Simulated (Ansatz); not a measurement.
**BiTe: further runs on the relaxed cell**

The task here is to estimate one member of a computed series from the others.

Computed with Ansatz 0.2.0 (DFT PBEsol, scalar-relativistic, plane waves, PAW, unless a step's input says otherwise).

1 further run of the same task is left out (set aside as unsound or not needed).

### The system as given

The structure is cubic, space group Fm-3m (No. 225). The conventional cell has a = 6.394 Å, b = 6.394 Å, c = 6.394 Å, α = 90.00°, β = 90.00°, γ = 90.00°. Bi (site symmetry m-3m) is surrounded by 6 Te at 3.20 Å. Te (site symmetry m-3m) has 6 Bi at 3.20 Å as nearest neighbours.

As a file:

```
CELL_PARAMETERS angstrom
0.00000 3.19715 3.19715
3.19715 0.00000 3.19715
3.19715 3.19715 0.00000
ATOMIC_POSITIONS crystal
Bi 0.00000 0.00000 0.00000
Te 0.50000 0.50000 0.50000
```

It is the result of an earlier relaxation at this level (volume 32.68 Å³/atom; gap on the mesh: none (metal)).

Set-up of the first run:

The input, input.yaml:

```yaml
crystal:
  lattice:
    - [0.0, 3.1971538283, 3.1971538283]
    - [3.1971538283, 0.0, 3.1971538283]
    - [3.1971538283, 3.1971538283, 0.0]
  atoms:
    - { symbol: Bi, position: [0.0, 0.0, 0.0] }
    - { symbol: Te, position: [0.5, 0.5, 0.5] }
basis:
  ecutwfc: 420
kpoints:
  mp_grid: { grid: [12, 12, 12] }
  band_path:
    path:
      - [[0.0, 0.0, 0.0], [0.5, 0.0, 0.5], [0.625, 0.25, 0.625]]
      - [[0.375, 0.375, 0.75], [0.0, 0.0, 0.0], [0.5, 0.5, 0.5], [0.5, 0.25, 0.75], [0.5, 0.0, 0.5]]
    npoints: 14
hamiltonian:
  xc: pbesol
scf:
  occupations: { method: gaussian, width: 0.1 }
  n_extra_bands: 6
output:
  forces: true
  stress: true
  eigenvalues: true
  populations: true
  dos: { projected: true, de: 0.02, nscf_kmesh: { grid: [18, 18, 18] } }
  bader: true
  write_density: true
  write_potential: true
  elf: true
  volumetric_format: npy
```

Command:

```bash
$ ansatz run input.yaml --threads 1 --pin off --max-ram 2560MiB --backend cpu --events-out ev --progress --plain --runs-dir out
```

Among the steps run: Bands, states and charges; The cell as listed, for comparison; The cell scaled to 0.97 of its volume; Volume × 1.03; Point at V/V0 = 0.94; Volume × 1.06; The cell scaled to 0.91 of its volume; Volume × 1.10; The cell scaled to 0.88 of its volume.

One table of the session follows, with a row left open; its other results are not shown here.

It belongs to the step «Energy against volume». 

| volume (Å³/atom) | energy above the lowest point (meV/atom) | pressure (GPa) |
| --- | --- | --- |
| 28.759 | 101.2 | 9.33 |
| 29.739 | ? | ? |
| 30.720 | 22.2 | 3.87 |
| 31.700 | 5.1 | 1.77 |
| 32.681 | 0.0 | 0.00 |
| 33.661 | 4.8 | -1.49 |
| 34.641 | 18.0 | -2.75 |
| 35.949 | 46.4 | -4.12 |

Q: Estimate the row for volume (Å³/atom) = 29.739 from the others.

Worked estimate for «energy above the lowest point (meV/atom)». A straight line through the neighbours (28.759, 101.2) and (30.720, 22.2) gives 101.2 + (22.2 − 101.2) × (29.739 − 28.759) / (30.720 − 28.759) = 61.7; a parabola fitted to 3 rows on both sides gives 54.3.

As computed: energy above the lowest point (meV/atom): 53.3; pressure (GPa): 6.37. In «energy above the lowest point (meV/atom)» the line misses by +8.4 and the parabola by +1.0.
